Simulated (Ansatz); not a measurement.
# HfO2 (P2_1/c): the equilibrium volume

At what volume is HfO2 (P2_1/c) free of pressure?

Program: Ansatz 0.2.0. Level of theory: DFT PBE, scalar-relativistic, plane waves, PAW. These are calculated values, not measurements.

2 further runs of the same task are left out: 2 set aside as unsound or not needed.

## 1. Starting point

It takes space group P2_1/c (No. 14, monoclinic). Conventional cell: a = 5.094 Å, b = 5.151 Å, c = 5.276 Å, α = 90.00°, β = 99.56°, γ = 90.00°. Around Hf (site symmetry 1) lie 7 O at 2.03 to 2.24 Å. O (site symmetry 1) is surrounded by 4 Hf at 2.13 to 2.24 Å. O (site symmetry 1) is surrounded by 3 Hf at 2.03 to 2.13 Å.

Structure file:

```xyz
12
Lattice="5.0942 0.0000 0.0000 0.0000 5.1506 0.0000 -0.8762 0.0000 5.2030" Properties=species:S:1:pos:R:3 pbc="T T T"
Hf    0.7864    2.3593    3.6832
Hf    2.9935    4.9347    4.1212
Hf    3.4316    2.7913    1.5197
Hf    1.2245    0.2160    1.0817
O     1.4248    3.8245    5.0915
O     2.3551    1.2492    2.7129
O     2.7932    1.3262    0.1115
O     1.8629    3.9015    2.4900
O     0.0449    1.7036    1.8015
O     4.6112    4.2789    0.7999
O     4.1731    3.4470    3.4014
O    -0.3932    0.8717    4.4030
```

## 2. The first run (PBE, 4×4×4 mesh)

input.yaml

```yaml
crystal:
  lattice:
    - [5.0941750112, 0.0, 0.0]
    - [0.0, 5.1506447, 0.0]
    - [-0.8761689838, 0.0, 5.2029534954]
  atoms:
    - { symbol: Hf, position: [0.27613578, 0.45806468, 0.70790733] }
    - { symbol: Hf, position: [0.72386422, 0.95806468, 0.79209267] }
    - { symbol: Hf, position: [0.72386422, 0.54193532, 0.29209267] }
    - { symbol: Hf, position: [0.27613578, 0.04193532, 0.20790733] }
    - { symbol: O, position: [0.44799782, 0.74252595, 0.97857799] }
    - { symbol: O, position: [0.55200218, 0.24252595, 0.52142201] }
    - { symbol: O, position: [0.55200218, 0.25747405, 0.02142201] }
    - { symbol: O, position: [0.44799782, 0.75747405, 0.47857799] }
    - { symbol: O, position: [0.06836078, 0.33075888, 0.34625278] }
    - { symbol: O, position: [0.93163922, 0.83075888, 0.15374722] }
    - { symbol: O, position: [0.93163922, 0.66924112, 0.65374722] }
    - { symbol: O, position: [0.06836078, 0.16924112, 0.84625278] }
basis:
  ecutwfc: 420
kpoints:
  mp_grid: { grid: [4, 4, 4] }
hamiltonian:
  xc: pbe
scf:
  occupations: { method: gaussian, width: 0.1 }
output:
  forces: true
  stress: true
  eigenvalues: true
```

Started as:

```bash
$ ansatz run input.yaml --threads 8 --pin off --max-ram 16384MiB --backend cpu --events-out ev --progress --plain --runs-dir out
```

After this run come: Full relaxation (PBE, 4×4×4 mesh); Full relaxation.

**Question.** What will these runs give? Wanted: volume; pressure; conventional cell; gap on the mesh.

**Answer**, as computed:

| quantity | value |
| --- | --- |
| volume | 11.827 Å³/atom |
| pressure | 0.02 GPa |
| conventional cell | a = 5.161 Å, b = 5.212 Å, c = 5.352 Å, α = 90.00°, β = 99.67°, γ = 90.00° |
| gap on the mesh | 4.04 eV |

From the first run shown, the volume went from 11.38 to 11.83 Å³/atom (+4.0 %) in 3 runs, where the pressure is zero within 0.02 GPa. Spin–orbit coupling is left out, though the cell holds Hf; in elements this heavy it can shift levels and gaps by tenths of an eV.

These are semilocal Kohn-Sham gaps, which aren't the measured quantity. Such gaps usually fall short of the measured ones.
